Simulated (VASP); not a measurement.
# Quasi-harmonic expansion of CaO (Lime) (Fm-3m), part 5 of 6

Wanted: volume, bulk modulus and heat capacity of CaO (Lime) against temperature. The start is a cell from a database of measured crystal structures.

VASP 6.6.1; PBEsol; plane waves and PAW (Ca_sv, O).

So far. Step 11 (Force constants in the supercell, volume scale 0.98): The vibrational free energy is 33.6 meV/atom at 280 K.

**12. Static energy at fixed volume, volume scale 1.06**

System of this step: CaO (Lime). It takes space group Fm-3m (No. 225, cubic). The conventional cell has a = 4.870 Å, b = 4.870 Å, c = 4.870 Å, α = 90.00°, β = 90.00°, γ = 90.00°. Nearest to Ca lie 6 O at 2.43 Å. O has 6 Ca at 2.43 Å nearest. Farther neighbours and most contacts between anions are not listed.

File INCAR:

```
SYSTEM = CaO
PREC = Accurate
ENCUT = 520
EDIFF = 1E-08
NELM = 100
ISMEAR = 0
SIGMA = 0.05
LREAL = .FALSE.
ALGO = Normal
GGA = PS
NBANDS = 14
LORBIT = 11
LWAVE = .FALSE.
LCHARG = .FALSE.
KPAR = 12
IBRION = 2
NSW = 30
ISIF = 4
EDIFFG = -0.002
```

File POSCAR:

```
CaO
1.0
    0.0000000000      2.4348960385      2.4348960385
    2.4348960385      0.0000000000      2.4348960385
    2.4348960385      2.4348960385      0.0000000000
Ca O
1 1
Direct
    0.0000000000      0.0000000000      0.0000000000
    0.5000000000      0.5000000000      0.5000000000
```

File KPOINTS:

```
Automatic mesh
0
Gamma
12 12 12
0 0 0
```

The projector-augmented-wave data sets are Ca_sv and O (PBE family, release 64).

The run is started by

```console
> mpirun -np 12 vasp_std
```

Log:

```text
[... set-up lines as in an earlier step ...]
 entering main loop
       N       E                     dE             d eps       ncg     rms          rms(c)
DAV:   1     0.125231527542E+03    0.12523E+03   -0.84123E+03  2016   0.116E+03
DAV:   2    -0.909708727044E+01   -0.13433E+03   -0.12538E+03  2450   0.302E+02
DAV:   3    -0.147141858274E+02   -0.56171E+01   -0.55729E+01  2352   0.643E+01
DAV:   4    -0.148950588555E+02   -0.18087E+00   -0.18072E+00  2912   0.987E+00
[...]
DAV:  13    -0.133812009011E+02    0.35095E-06   -0.15397E-06  2242   0.152E-02    0.138E-03
DAV:  14    -0.133812009695E+02   -0.68399E-07   -0.13903E-07  3130   0.329E-03    0.233E-04
DAV:  15    -0.133812009786E+02   -0.90854E-08   -0.67853E-09  1472   0.818E-04
   1 F= -.13381201E+02 E0= -.13381201E+02  d E =-.133812E+02
[...]
reached required accuracy - stopping structural energy minimisation
```

It took 9 s on 12 MPI ranks of Intel Xeon Platinum 8259CL at 2.50GHz (Skylake/Cascade Lake), shared host; peak memory 2.1 GiB.

Parts of OUTCAR (step 12):

```text
  Total       -1.0685938     -1.0685938     -1.0685938      0.0000000      0.0000000      0.0000000
  in kB      -59.2996279    -59.2996279    -59.2996279      0.0000000      0.0000000      0.0000000
  external PRESSURE =     -59.2996279 kB  Pullay stress =       0.0000000 kB

 POSITION                                       TOTAL-FORCE (eV/Angst)
 -----------------------------------------------------------------------------------
      0.00000      0.00000      0.00000         0.000000      0.000000      0.000000
      2.43490      2.43490      2.43490        -0.000000     -0.000000     -0.000000
 -----------------------------------------------------------------------------------
    total drift:                                0.000000      0.000000      0.000000

  FREE ENERGIE OF THE ION-ELECTRON SYSTEM (eV)
  ---------------------------------------------------
  free  energy   TOTEN  =       -13.3812009786 eV

  energy  without entropy=      -13.3812009786  energy(sigma->0) =      -13.38120098

[... 2 parts as in an earlier step ...]

[... 2 further parts left out ...]
[key lines of the parts left out:]
E-fermi :   2.2922
```

**13. Force constants in the supercell, volume scale 1.06**

System of this step: CaO (Lime). The cell holds 54 atoms: 27 Ca and 27 O. Its edges and angles: a = 10.330 Å, b = 10.330 Å, c = 10.330 Å, α = 60.0°, β = 60.0°, γ = 60.0°. It derives from CaO (Lime), repeated 3×3×3.

File INCAR:

```
SYSTEM = CaO
PREC = Accurate
ENCUT = 520
EDIFF = 1E-07
NELM = 100
ISMEAR = 0
SIGMA = 0.05
LREAL = .FALSE.
ALGO = Normal
GGA = PS
NBANDS = 264
LWAVE = .FALSE.
LCHARG = .FALSE.
KPAR = 4
IBRION = 6
NSW = 1
NFREE = 2
POTIM = 0.015
ISIF = 0
ADDGRID = .TRUE.
```

File POSCAR:

```
CaO
1.0
    0.0000000000      7.3046881155      7.3046881155
    7.3046881155      0.0000000000      7.3046881155
    7.3046881155      7.3046881155      0.0000000000
Ca O
27 27
Direct
    0.0000000000      0.0000000000      0.0000000000
    0.0000000000      0.0000000000      0.3333333333
    0.0000000000      0.0000000000      0.6666666667
    0.0000000000      0.3333333333      0.0000000000
    0.0000000000      0.3333333333      0.3333333333
    0.0000000000      0.3333333333      0.6666666667
    0.0000000000      0.6666666667      0.0000000000
    0.0000000000      0.6666666667      0.3333333333
    0.0000000000      0.6666666667      0.6666666667
    0.3333333333      0.0000000000      0.0000000000
    0.3333333333      0.0000000000      0.3333333333
    0.3333333333      0.0000000000      0.6666666667
    0.3333333333      0.3333333333      0.0000000000
    0.3333333333      0.3333333333      0.3333333333
    0.3333333333      0.3333333333      0.6666666667
    0.3333333333      0.6666666667      0.0000000000
    0.3333333333      0.6666666667      0.3333333333
    0.3333333333      0.6666666667      0.6666666667
    0.6666666667      0.0000000000      0.0000000000
    0.6666666667      0.0000000000      0.3333333333
    0.6666666667      0.0000000000      0.6666666667
    0.6666666667      0.3333333333      0.0000000000
    0.6666666667      0.3333333333      0.3333333333
    0.6666666667      0.3333333333      0.6666666667
    0.6666666667      0.6666666667      0.0000000000
    0.6666666667      0.6666666667      0.3333333333
    0.6666666667      0.6666666667      0.6666666667
    0.1666666667      0.1666666667      0.1666666667
    0.1666666667      0.1666666667      0.5000000000
    0.1666666667      0.1666666667      0.8333333333
    0.1666666667      0.5000000000      0.1666666667
    0.1666666667      0.5000000000      0.5000000000
    0.1666666667      0.5000000000      0.8333333333
    0.1666666667      0.8333333333      0.1666666667
    0.1666666667      0.8333333333      0.5000000000
    0.1666666667      0.8333333333      0.8333333333
    0.5000000000      0.1666666667      0.1666666667
    0.5000000000      0.1666666667      0.5000000000
    0.5000000000      0.1666666667      0.8333333333
    0.5000000000      0.5000000000      0.1666666667
    0.5000000000      0.5000000000      0.5000000000
    0.5000000000      0.5000000000      0.8333333333
    0.5000000000      0.8333333333      0.1666666667
    0.5000000000      0.8333333333      0.5000000000
    0.5000000000      0.8333333333      0.8333333333
    0.8333333333      0.1666666667      0.1666666667
    0.8333333333      0.1666666667      0.5000000000
    0.8333333333      0.1666666667      0.8333333333
    0.8333333333      0.5000000000      0.1666666667
    0.8333333333      0.5000000000      0.5000000000
    0.8333333333      0.5000000000      0.8333333333
    0.8333333333      0.8333333333      0.1666666667
    0.8333333333      0.8333333333      0.5000000000
    0.8333333333      0.8333333333      0.8333333333
```

File KPOINTS:

```
Automatic mesh
0
Gamma
2 2 2
0 0 0
```

The run is started by

```console
> mpirun -np 12 vasp_std
```

Log:

```text
[... set-up lines as in an earlier step ...]
 entering main loop
       N       E                     dE             d eps       ncg     rms          rms(c)
DAV:   1     0.534858611037E+04    0.53486E+04   -0.21765E+05  1584   0.168E+03
DAV:   2     0.201724185585E+03   -0.51469E+04   -0.49969E+04  1737   0.522E+02
DAV:   3    -0.367814009962E+03   -0.56954E+03   -0.56475E+03  2034   0.157E+02
DAV:   4    -0.399804429052E+03   -0.31990E+02   -0.31872E+02  2142   0.351E+01
[...]
DAV:  15    -0.361293829605E+03    0.78857E-06   -0.91487E-06  1989   0.475E-03    0.299E-03
DAV:  16    -0.361293828743E+03    0.86247E-06   -0.48165E-07  1755   0.136E-03    0.840E-04
DAV:  17    -0.361293828785E+03   -0.42135E-07   -0.78476E-08  1107   0.626E-04
   1 F= -.36129383E+03 E0= -.36129383E+03  d E =-.834553E-11
[...]
2 F= -.36129298E+03 E0= -.36129298E+03  d E =-.626953E-25
[...]
3 F= -.36129298E+03 E0= -.36129298E+03  d E =-.434129E-23
[...]
4 F= -.36129316E+03 E0= -.36129316E+03  d E =-.231165E-20
[...]
5 F= -.36129316E+03 E0= -.36129316E+03  d E =-.353350E-19
 Finite differences progress:
  Degree of freedom:   2/  2
  Displacement:        2/  2
  Total:               4/  4
```

It took 28 min on 12 MPI ranks; peak memory 14 GiB.

OUTCAR, selected parts (step 13):

```text
 POSITION                                       TOTAL-FORCE (eV/Angst)
 -----------------------------------------------------------------------------------
      0.00000      0.00000      0.00000         0.000781      0.003396      0.003396
      2.43490      2.43490      0.00000        -0.015345      0.000000     -0.000036
      4.86979      4.86979      0.00000         0.000828      0.003383     -0.003383
      2.43490      0.00000      2.43490        -0.015345     -0.000036      0.000000
      4.86979      2.43490      2.43490        -0.000906      0.000000      0.000000
      7.30469      4.86979      2.43490         0.002792      0.004378      0.000000
      4.86979      0.00000      4.86979         0.000828     -0.003383      0.003383
      7.30469      2.43490      4.86979         0.002792      0.000000      0.004378
      9.73958      4.86979      4.86979        -0.000139     -0.000010     -0.000010
      0.00000      2.43490      2.43490        -0.003302      0.000000      0.000000
      2.43490      4.86979      2.43490        -0.015345      0.000036      0.000000
      4.86979      7.30469      2.43490         0.002834      0.004404      0.000000
      2.43490      2.43490      4.86979        -0.015345      0.000000      0.000036
      4.86979      4.86979      4.86979         0.000828      0.003383      0.003383
[...]
-----------------------------------------------------------------------------------
    total drift:                                0.000213      0.000000     -0.000004

  FREE ENERGIE OF THE ION-ELECTRON SYSTEM (eV)
  ---------------------------------------------------
  free  energy   TOTEN  =      -361.2931613889 eV

  energy  without entropy=     -361.2931613889  energy(sigma->0) =     -361.29316139

[... 1 part as in an earlier step ...]

[... 2 further parts left out ...]
[key lines of the parts left out:]
E-fermi :   2.2941
```

**14. Static energy at fixed volume, volume scale 1.08**

System of this step: CaO (Lime). The structure is cubic, space group Fm-3m (No. 225). Conventional cell: a = 4.900 Å, b = 4.900 Å, c = 4.900 Å, α = 90.00°, β = 90.00°, γ = 90.00°. Nearest to Ca lie 6 O at 2.45 Å. O has 6 Ca at 2.45 Å nearest. Farther neighbours and most contacts between anions are not listed.

File INCAR:

```
SYSTEM = CaO
PREC = Accurate
ENCUT = 520
EDIFF = 1E-08
NELM = 100
ISMEAR = 0
SIGMA = 0.05
LREAL = .FALSE.
ALGO = Normal
GGA = PS
NBANDS = 14
LORBIT = 11
LWAVE = .FALSE.
LCHARG = .FALSE.
KPAR = 12
IBRION = 2
NSW = 30
ISIF = 4
EDIFFG = -0.002
```

File POSCAR:

```
CaO
1.0
    0.0000000000      2.4501145338      2.4501145338
    2.4501145338      0.0000000000      2.4501145338
    2.4501145338      2.4501145338      0.0000000000
Ca O
1 1
Direct
    0.0000000000      0.0000000000      0.0000000000
    0.5000000000      0.5000000000      0.5000000000
```

File KPOINTS:

```
Automatic mesh
0
Gamma
12 12 12
0 0 0
```

The run is started by

```console
> mpirun -np 12 vasp_std
```

Log:

```text
[... set-up lines as in an earlier step ...]
 entering main loop
       N       E                     dE             d eps       ncg     rms          rms(c)
DAV:   1     0.126537887443E+03    0.12654E+03   -0.84469E+03  2016   0.116E+03
DAV:   2    -0.879734078523E+01   -0.13534E+03   -0.12641E+03  2592   0.302E+02
DAV:   3    -0.146843947887E+02   -0.58871E+01   -0.58365E+01  2256   0.643E+01
DAV:   4    -0.148724029562E+02   -0.18801E+00   -0.18782E+00  3054   0.996E+00
[...]
DAV:  13    -0.133588932109E+02    0.31338E-06   -0.16298E-06  2208   0.157E-02    0.147E-03
DAV:  14    -0.133588932821E+02   -0.71195E-07   -0.14552E-07  3236   0.337E-03    0.239E-04
DAV:  15    -0.133588932912E+02   -0.91929E-08   -0.69776E-09  1444   0.828E-04
   1 F= -.13358893E+02 E0= -.13358893E+02  d E =-.133589E+02
[...]
reached required accuracy - stopping structural energy minimisation
```

It took 7.4 s on 12 MPI ranks; peak memory 2.1 GiB.

OUTCAR, selected parts (step 14):

```text
  Total       -1.3799843     -1.3799843     -1.3799843     -0.0000000     -0.0000000      0.0000000
  in kB      -75.1615225    -75.1615225    -75.1615225     -0.0000000     -0.0000000      0.0000000
  external PRESSURE =     -75.1615225 kB  Pullay stress =       0.0000000 kB

 POSITION                                       TOTAL-FORCE (eV/Angst)
 -----------------------------------------------------------------------------------
      0.00000      0.00000      0.00000        -0.000000      0.000000     -0.000000
      2.45011      2.45011      2.45011         0.000000     -0.000000      0.000000
 -----------------------------------------------------------------------------------
    total drift:                                0.000000      0.000000      0.000000

  FREE ENERGIE OF THE ION-ELECTRON SYSTEM (eV)
  ---------------------------------------------------
  free  energy   TOTEN  =       -13.3588932912 eV

  energy  without entropy=      -13.3588932912  energy(sigma->0) =      -13.35889329

[... 2 parts as in an earlier step ...]

[... 2 further parts left out ...]
[key lines of the parts left out:]
E-fermi :   2.1777
```

**15. Comparing the runs**

Times are for 12 MPI ranks of Intel Xeon Platinum 8259CL at 2.50GHz (Skylake/Cascade Lake), shared host. The series side by side:

```
no.  volume scale  energy at zero smearing (eV)  pressure (GPa)   time  memory (GiB)
  1          0.98                        -13.41           2.436  6.4 s           2.1
  2             1                        -13.41       -0.005179  6.4 s           2.1
  3          1.02                        -13.41          -2.196  9.2 s           2.1
  4          1.04                        -13.40          -4.163    8 s           2.1
  5          1.06                        -13.38          -5.930    9 s           2.1
  6          1.08                        -13.36          -7.516  7.4 s           2.1
```

**16. Force constants in the supercell, volume scale 1.08**

System of this step: CaO (Lime). The cell holds 54 atoms: 27 Ca and 27 O. Cell: a = 10.395 Å, b = 10.395 Å, c = 10.395 Å, α = 60.0°, β = 60.0°, γ = 60.0°. It derives from CaO (Lime), repeated 3×3×3.

File INCAR:

```
SYSTEM = CaO
PREC = Accurate
ENCUT = 520
EDIFF = 1E-07
NELM = 100
ISMEAR = 0
SIGMA = 0.05
LREAL = .FALSE.
ALGO = Normal
GGA = PS
NBANDS = 264
LWAVE = .FALSE.
LCHARG = .FALSE.
KPAR = 4
IBRION = 6
NSW = 1
NFREE = 2
POTIM = 0.015
ISIF = 0
ADDGRID = .TRUE.
```

File POSCAR:

```
CaO
1.0
    0.0000000000      7.3503436014      7.3503436014
    7.3503436014      0.0000000000      7.3503436014
    7.3503436014      7.3503436014      0.0000000000
Ca O
27 27
Direct
    0.0000000000      0.0000000000      0.0000000000
    0.0000000000      0.0000000000      0.3333333333
    0.0000000000      0.0000000000      0.6666666667
    0.0000000000      0.3333333333      0.0000000000
    0.0000000000      0.3333333333      0.3333333333
    0.0000000000      0.3333333333      0.6666666667
    0.0000000000      0.6666666667      0.0000000000
    0.0000000000      0.6666666667      0.3333333333
    0.0000000000      0.6666666667      0.6666666667
    0.3333333333      0.0000000000      0.0000000000
    0.3333333333      0.0000000000      0.3333333333
    0.3333333333      0.0000000000      0.6666666667
    0.3333333333      0.3333333333      0.0000000000
    0.3333333333      0.3333333333      0.3333333333
    0.3333333333      0.3333333333      0.6666666667
    0.3333333333      0.6666666667      0.0000000000
    0.3333333333      0.6666666667      0.3333333333
    0.3333333333      0.6666666667      0.6666666667
    0.6666666667      0.0000000000      0.0000000000
    0.6666666667      0.0000000000      0.3333333333
    0.6666666667      0.0000000000      0.6666666667
    0.6666666667      0.3333333333      0.0000000000
    0.6666666667      0.3333333333      0.3333333333
    0.6666666667      0.3333333333      0.6666666667
    0.6666666667      0.6666666667      0.0000000000
    0.6666666667      0.6666666667      0.3333333333
    0.6666666667      0.6666666667      0.6666666667
    0.1666666667      0.1666666667      0.1666666667
    0.1666666667      0.1666666667      0.5000000000
    0.1666666667      0.1666666667      0.8333333333
    0.1666666667      0.5000000000      0.1666666667
    0.1666666667      0.5000000000      0.5000000000
    0.1666666667      0.5000000000      0.8333333333
    0.1666666667      0.8333333333      0.1666666667
    0.1666666667      0.8333333333      0.5000000000
    0.1666666667      0.8333333333      0.8333333333
    0.5000000000      0.1666666667      0.1666666667
    0.5000000000      0.1666666667      0.5000000000
    0.5000000000      0.1666666667      0.8333333333
    0.5000000000      0.5000000000      0.1666666667
    0.5000000000      0.5000000000      0.5000000000
    0.5000000000      0.5000000000      0.8333333333
    0.5000000000      0.8333333333      0.1666666667
    0.5000000000      0.8333333333      0.5000000000
    0.5000000000      0.8333333333      0.8333333333
    0.8333333333      0.1666666667      0.1666666667
    0.8333333333      0.1666666667      0.5000000000
    0.8333333333      0.1666666667      0.8333333333
    0.8333333333      0.5000000000      0.1666666667
    0.8333333333      0.5000000000      0.5000000000
    0.8333333333      0.5000000000      0.8333333333
    0.8333333333      0.8333333333      0.1666666667
    0.8333333333      0.8333333333      0.5000000000
    0.8333333333      0.8333333333      0.8333333333
```

File KPOINTS:

```
Automatic mesh
0
Gamma
2 2 2
0 0 0
```

The run is started by

```console
> mpirun -np 12 vasp_std
```

Log:

```text
[... set-up lines as in an earlier step ...]
 entering main loop
       N       E                     dE             d eps       ncg     rms          rms(c)
DAV:   1     0.532060496520E+04    0.53206E+04   -0.21739E+05  1584   0.167E+03
DAV:   2     0.203863014241E+03   -0.51167E+04   -0.49754E+04  1719   0.519E+02
DAV:   3    -0.367116290112E+03   -0.57098E+03   -0.56627E+03  2043   0.157E+02
DAV:   4    -0.399084229495E+03   -0.31968E+02   -0.31832E+02  2151   0.351E+01
[...]
DAV:  16    -0.360693159990E+03    0.94590E-06   -0.26750E-07  1440   0.107E-03    0.493E-04
DAV:  17    -0.360693160179E+03   -0.18877E-06   -0.32000E-08  1089   0.463E-04    0.139E-04
DAV:  18    -0.360693160198E+03   -0.18394E-07   -0.13820E-08  1062   0.290E-04
   1 F= -.36069316E+03 E0= -.36069316E+03  d E =-.573319E-14
[...]
2 F= -.36069236E+03 E0= -.36069236E+03  d E =-.616513E-14
[...]
3 F= -.36069236E+03 E0= -.36069236E+03  d E =-.968067E-12
[...]
4 F= -.36069253E+03 E0= -.36069253E+03  d E =-.143807E-10
[...]
5 F= -.36069253E+03 E0= -.36069253E+03  d E =-.188647E-10
 Finite differences progress:
  Degree of freedom:   2/  2
  Displacement:        2/  2
  Total:               4/  4
```

Run time: 28 min. Hardware: 12 MPI ranks; peak memory 14 GiB; 4.4 h of CPU time.

From OUTCAR (step 16):

```text
 POSITION                                       TOTAL-FORCE (eV/Angst)
 -----------------------------------------------------------------------------------
      0.00000      0.00000      0.00000         0.000752      0.003328      0.003328
      2.45011      2.45011      0.00000        -0.015359      0.000000     -0.000044
      4.90023      4.90023      0.00000         0.000794      0.003314     -0.003314
      2.45011      0.00000      2.45011        -0.015359     -0.000044     -0.000000
      4.90023      2.45011      2.45011         0.001416      0.000000     -0.000000
      7.35034      4.90023      2.45011         0.002724      0.004280     -0.000000
      4.90023      0.00000      4.90023         0.000794     -0.003314      0.003314
      7.35034      2.45011      4.90023         0.002724      0.000000      0.004280
      9.80046      4.90023      4.90023        -0.000129     -0.000011     -0.000011
      0.00000      2.45011      2.45011        -0.000824      0.000000     -0.000000
      2.45011      4.90023      2.45011        -0.015359      0.000044     -0.000000
      4.90023      7.35034      2.45011         0.002762      0.004306     -0.000000
      2.45011      2.45011      4.90023        -0.015359      0.000000      0.000044
      4.90023      4.90023      4.90023         0.000794      0.003314      0.003314
[...]
-----------------------------------------------------------------------------------
    total drift:                                0.000384     -0.000001     -0.000005

  FREE ENERGIE OF THE ION-ELECTRON SYSTEM (eV)
  ---------------------------------------------------
  free  energy   TOTEN  =      -360.6925317223 eV

  energy  without entropy=     -360.6925317223  energy(sigma->0) =     -360.69253172

[... 1 part as in an earlier step ...]

[... 2 further parts left out ...]
[key lines of the parts left out:]
E-fermi :   2.1014
```

(Part 5 of 6 ends here.)

[Lines on the potential files, build, host, timing and source positions are cut from VASP's logs without a mark.]

[Logs are printed without paths, hosts, clocks, repeated set-up lines and the standing remarks that a program may print on its own settings, such as how far it seeks lower states.]

[Hosts, paths, dates, database ids (printed as entryN), source tags and the programs' standing remarks are cut or masked in the printed files.]

[In band tables of VASP the shares of atoms and orbitals are scaled to a sum of 1 inside the atoms' spheres.]
